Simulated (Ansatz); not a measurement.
## Structures of BaTiO$_{3}$: which is lowest?

Plane-wave DFT in Ansatz with scalar-relativistic PAW potentials, cutoff 500 eV, Γ-centred meshes chosen by cell and gap, Gaussian smearing with energies taken to zero width. Every cell was relaxed (cell and atoms) in a run of its own, within the symmetry of its start. U_eff on d shells: Ti 4 eV. Functional: r2SCAN+U.

Relaxed structures (starts from databases or built by putting these elements on another compound's sites):
A. Pm-3m, 5 atoms in the computed cell, a = 4.004 Å; sites (symmetry × multiplicity) Ba m-3m × 1, Ti m-3m × 1, O 4/mm.m × 3; start: database
B. Amm2, 5 atoms in the computed cell, a = 3.995 Å, b = 5.685 Å, c = 5.696 Å; sites (symmetry × multiplicity) Ba mm2 × 2, Ti mm2 × 2, O m.. × 4 + mm2 × 2; start: database

Rank them by energy. Could pressure change the order?

```tsv
structure	group	E − E(lowest) (meV/atom)	V (Å³/atom)	gap on mesh (eV)
B	Amm2	0.0	12.94	2.82
A	Pm-3m	1.0	12.84	2.66
```

B and A are level within the 2 meV/atom that separate runs leave open. The two lowest differ in volume by under 3 %, too little for a first-order estimate of what pressure does to that pair (other pairs aren't weighed here). Other structures may lie lower than all of these, and vibrations aren't counted.

Spin-orbit coupling is left out, which matters for the bands of heavy elements.